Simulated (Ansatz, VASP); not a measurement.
# Two plane-wave programs on MgO

File INCAR:

```
SYSTEM = MgO
  ALGO = Fast
  EDIFF = 1E-6
  ENCUT = 520
  GGA = PS
  ISIF = 2
  ISMEAR = 0
  LASPH = .TRUE.
  LCHARG = .FALSE.
  LREAL = .FALSE.
  LWAVE = .FALSE.
  NBANDS = 16
  NELM = 100
  PREC = Accurate
  SIGMA = 0.02
```

KPOINTS

```
k-points
0
G
  9 9 6
  0 0 0
```

POSCAR

```
MgO
1.0
    3.2869479285     -0.0665526742      0.0008931025
   -1.7011102708      2.9464020423     -0.0017929262
    0.0013453781     -0.0023419544      5.3083635007
Mg O
2 2
Direct
    0.3681761677      0.6322073170      0.0357699331
    0.6318238323      0.2640311393      0.5357699331
    0.3310955186      0.7174285362      0.3688300669
    0.6689044814      0.3863330075      0.8688300669
```

Input for Ansatz:

```yaml
crystal:
  lattice:
    - [3.2869479285, -0.0665526742, 0.0008931025]
    - [-1.7011102708, 2.9464020423, -0.0017929262]
    - [0.0013453781, -0.0023419544, 5.3083635007]
  atoms:
    - { symbol: Mg, position: [0.3681761677, 0.632207317, 0.0357699331] }
    - { symbol: Mg, position: [0.6318238323, 0.2640311393, 0.5357699331] }
    - { symbol: O, position: [0.3310955186, 0.7174285362, 0.3688300669] }
    - { symbol: O, position: [0.6689044814, 0.3863330075, 0.8688300669] }
basis:
  ecutwfc: 420
kpoints:
  mp_grid: { grid: [9, 9, 6] }
hamiltonian:
  xc: pbesol
scf:
  occupations: { method: gaussian, width: 0.02 }
output:
  forces: true
  stress: true
  eigenvalues: true
```

Alike in both runs: task single point; functional PBEsol; k mesh 9 × 9 × 6; occupations gaussian, width 0.02 eV; no spin polarisation.

```csv
,VASP,Ansatz
version,VASP 6.6.1,Ansatz 0.2.0
potentials or method,"VASP PAW PBE potentials, release 64 (Mg, O)","scalar-relativistic, plane waves, PAW"
plane-wave cutoff (eV),520,420
valence electrons in the cell,16,32
```

Ansatz gave:

| Item | Value |
| --- | --- |
| gap on the k mesh at the Fermi level (eV) | 2.75 |
| least direct gap on the mesh (eV) | 2.75 |
| pressure (GPa) | 4.2 |
| largest component of the traceless stress (GPa) | 12.47 |
| rms of the force components (eV/Å) | 1.527 |

**Question.** What did VASP give for the same quantities?

**Answer.** gap on the k mesh at the Fermi level (eV): 2.75; least direct gap on the mesh (eV): 2.75; pressure (GPa): 4.2; largest component of the traceless stress (GPa): 12.76; rms of the force components (eV/Å): 1.551.

Atom by atom the forces differ by 0.024 eV/Å (rms over components). The two sets of potentials don't hold the same shells in valence. Ansatz warned: «structure_snapped_to_symmetry».

Caveats: the PAW data sets were made with another functional, which shifts forces and pressure a little (VASP); an odd mesh through Γ misses points on the zone boundary, where band edges often lie.
